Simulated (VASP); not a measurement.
A calculation with VASP 6.6.1 of AgCl (native input, structure from a POSCAR):

File INCAR:

```
SYSTEM = AgCl
ALGO     = Fast           ! electronic algorithm
EDIFF    = 1E-6           ! SCF threshold, eV
ENCUT    = 500            ! plane-wave cutoff, eV
GGA      = PE             ! functional
ISIF     = 2              ! what is computed and relaxed
ISMEAR   = 0              ! smearing method
LASPH    = .True.         ! aspherical terms in the spheres
LCHARG   = .True.         ! write CHGCAR
LELF     = .True.         ! ELF
LREAL    = .False.        ! projectors in reciprocal space
LVHAR    = .True.       
LWAVE    = .False.        ! write WAVECAR
NELM     = 100            ! most SCF steps
PREC     = Accurate       ! precision mode
SIGMA    = 0.1            ! smearing width, eV
```

The input KPOINTS:

```
k-points
0
Gamma
  8 8 8
  0 0 0
```

File POSCAR:

```
AgCl
1.0
    3.4339730000      0.0000000000      0.0000000000
    0.0000000000      3.4339730000      0.0000000000
    0.0000000000      0.0000000000      3.4339730000
Ag Cl
1 1
Cartesian
    0.0000000000      0.0000000000      0.0000000000
    1.7169865000      1.7169865000      1.7169865000
```

Potentials or basis: VASP PAW PBE potentials, release 64 (Ag, Cl).

Command:

```bash
$ cat potpaw_PBE.64/Ag/POTCAR potpaw_PBE.64/Cl/POTCAR > POTCAR
$ mpirun -np 1 vasp_std > vasp.out
```

Measurements of this composition are mostly on another form, of space group No. 225.

Problem. Write the same calculation in another form: ASE script, structure by space group and Wyckoff sites.

Solution. As run:

run.py

```python
from ase.calculators.vasp import Vasp
from ase.dft.bandgap import bandgap
from ase.spacegroup import crystal

atoms = crystal(
    ['Ag', 'Cl'],
    basis=[[0.0, 0.0, 0.0], [0.5, 0.5, 0.5]],
    spacegroup=221,
    setting=1,
    cellpar=[3.433973, 3.433973, 3.433973, 90.0, 90.0, 90.0],
    primitive_cell=True,
)
calc = Vasp(
    directory='calc',
    xc='pbe',
    pp='PBE',
    setups='minimal',
    prec='Accurate',
    encut=500,
    ediff=1e-06,
    ismear=0,
    sigma=0.1,
    lreal=False,
    lasph=True,
    nelm=60,
    algo='Normal',
    isif=2,
    lwave=False,
    lcharg=False,
    kpts=[8, 8, 8],
    gamma=True,
    nbands=16,
)
atoms.calc = calc

print('energy (eV):', atoms.get_potential_energy())
print('free energy (eV):', atoms.get_potential_energy(force_consistent=True))
print('forces (eV/A):')
print(atoms.get_forces())
print('stress (eV/A^3, Voigt):', atoms.get_stress())
print('Fermi level (eV):', calc.get_fermi_level())
gap, top, bottom = bandgap(calc)
print('band gap (eV):', gap, 'from (spin, k, band)', top, 'to', bottom)
```

Potentials or basis: VASP PAW PBE potentials, release 64 (Ag, Cl).

Launch:

```console
$ python run.py
```

Both were run:

|  | native input, structure from a POSCAR | ASE script, structure by space group and Wyckoff sites |
| --- | --- | --- |
| Pressure | -0.3 GPa | -0.2 GPa |
| Band gap on the k mesh | 0.57 eV, indirect (least direct gap 2.08 eV) | 0.57 eV, indirect (least direct gap 2.08 eV) |

Keys that steer only the numerical path or the files written may differ.
